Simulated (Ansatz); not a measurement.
The system is BaTe.

```xyz
2
Lattice="0.0000 3.4100 3.4100 3.4100 0.0000 3.4100 3.4100 3.4100 0.0000" Properties=species:S:1:pos:R:3 pbc="T T T"
Ba    0.0000    0.0000    0.0000
Te    3.4100    3.4100    3.4100
```

| Item | Value |
| --- | --- |
| Program | Ansatz 0.2.0 |
| Task | single point |
| Functional | PBE |
| Potentials or basis | Ansatz PAW |
| Cutoff | 420 eV (not typed: the program's choice for these potentials) |
| k mesh | 7 × 7 × 7 |
| Occupations | fermi-dirac, width 0.05 eV |
| Spin | no spin polarisation |

On this cell: pressure 3.8 GPa; largest force zero by symmetry; band gap on the k mesh 1.48 eV, indirect (least direct gap 1.82 eV).

The same run follows on a disturbed copy (atoms moved at random, drawn with an rms of 0.05 Å):

```
CELL_PARAMETERS angstrom
0.00000 3.41000 3.41000
3.41000 0.00000 3.41000
3.41000 3.41000 0.00000
ATOMIC_POSITIONS crystal
Ba 0.99596 0.00704 0.99271
Te 0.50453 0.50002 0.50713
```

Task: What does the disturbed cell give?

Result: The energy moves by +5.0 meV/atom; pressure 3.9 GPa; largest force 0.245 eV/Å; band gap on the k mesh 1.49 eV, indirect (least direct gap 1.83 eV).

Forces on the atoms (eV/Å):
```
Ba   0.073  0.233  0.015
Te  -0.073 -0.233 -0.015
```

Stress tensor (GPa, compression positive):
```
 3.80 -0.02  0.00
-0.02  4.04 -0.01
 0.00 -0.01  3.77
```

Caveats: odd divisions of the mesh miss points on the zone boundary, where band edges often lie, so the gap on the mesh can be too wide; spin-orbit coupling is left out, which moves the levels of the heavy elements.

A k mesh can miss the band edges.
